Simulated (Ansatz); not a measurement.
Wires are cut from relaxed bulk W (Im-3m, 16.13 Å³/atom, gap on the mesh 0.00 eV); atoms and period are relaxed, and energies count from that bulk.

Method: Ansatz 0.2.0, DFT PBE, scalar-relativistic, plane waves, PAW.

Plane waves to 420 eV, a k mesh through Γ of 1×1×17 on the computed 17-atom cell and Gaussian smearing (0.05 eV); no spin polarisation.

Start ([001] wire, 17 host atoms a period):

```
W
1.0
    17.00000    0.00000    0.00000
     0.00000   17.30000    0.00000
     0.00000    0.00000    3.18356
W
17
Cartesian
  6.1123 6.2623 0.0000
  6.1123 9.4459 0.0000
  6.1123 12.6294 0.0000
  9.2959 6.2623 0.0000
  9.2959 9.4459 0.0000
  9.2959 12.6294 0.0000
  12.4794 6.2623 0.0000
  12.4794 9.4459 0.0000
  4.5206 4.6706 1.5918
  4.5206 7.8541 1.5918
  4.5206 11.0377 1.5918
  7.7041 4.6706 1.5918
  7.7041 7.8541 1.5918
  7.7041 11.0377 1.5918
  10.8877 4.6706 1.5918
  10.8877 7.8541 1.5918
  10.8877 11.0377 1.5918
```

Task: Relax it.

Result: The free energy falls by 217 meV/atom.

* excess energy (eV per host atom): 1.472
* line energy (eV/Å): 8.028
* period (Å): 3.117
* gap on the mesh (eV): 0
* highest filled level or Fermi level under vacuum (eV): 3.98

Relaxed structure:
```
W
1.0
    17.00000    0.00000    0.00000
     0.00000   17.30000    0.00000
     0.00000    0.00000    3.11744
W
17
Direct
  0.36437 0.36670 0.00000
  0.35740 0.54381 0.00000
  0.35195 0.71841 0.00000
  0.54460 0.35988 0.00000
  0.54791 0.54708 0.00000
  0.54794 0.71861 0.00000
  0.72229 0.35454 0.00000
  0.72247 0.54714 0.00000
  0.28299 0.28680 0.50000
  0.26995 0.44631 0.50000
  0.27411 0.63836 0.50000
  0.44540 0.27395 0.50000
  0.45706 0.45781 0.50000
  0.45357 0.63987 0.50000
  0.64083 0.27804 0.50000
  0.64235 0.45439 0.50000
  0.64072 0.63830 0.50000
```

Spin-orbit coupling is left out, which matters for the bands of heavy elements.

Each run keeps its start's symmetry and one magnetic start, so lower states can exist.

It took 10 min on 4 threads of Arm Neoverse V1 (shared host), peak memory 3 GiB.